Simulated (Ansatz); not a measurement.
Stiffness of compounds in space group Im-3m

All numbers below come from Ansatz 0.2.0, DFT, PBE, all-electron LAPW, scalar-relativistic.

All compounds have space group Im-3m with 1 atom in the primitive cell. V0, B0 and B0′ come from third-order Birch–Murnaghan fits to pressures at five volumes, with shape and internal coordinates held; prototypes and MP cells needn't be known phases. Spin-polarised runs start from parallel moments; other orders may lie lower.

Spin–orbit coupling is left out, though it moves levels of the heavy atoms by tenths of an eV or more.

Lu: Lu 2a (0.000 0.000 0.000); bcc type, relaxed by us; 15×15×15 mesh, smearing 0.08 eV; no spin
Bi: Bi 2a (0.000 0.000 0.000); bcc type, relaxed by us; 13×13×13 mesh, smearing 0.08 eV; no spin
B: B 2a (0.000 0.000 0.000); bcc type, relaxed by us; 18×18×18 mesh, smearing 0.08 eV; no spin
Ni: Ni 2a (0.000 0.000 0.000); bcc type, relaxed by us; 18×18×18 mesh, smearing 0.08 eV; polarised, ending at 0.6 μB
Mg: Mg 2a (0.000 0.000 0.000); bcc type, relaxed by us; 13×13×13 mesh, smearing 0.05 eV; no spin
I: I 2a (0.000 0.000 0.000); bcc type, relaxed by us; 14×14×14 mesh, smearing 0.03 eV; no spin

Order the compounds by bulk modulus, lowest first.
A. Lu
B. B
C. Bi
D. Mg
E. Ni
F. I

F (23 GPa), D (35 GPa), A (43 GPa), C (53 GPa), E (191 GPa), B (230 GPa).
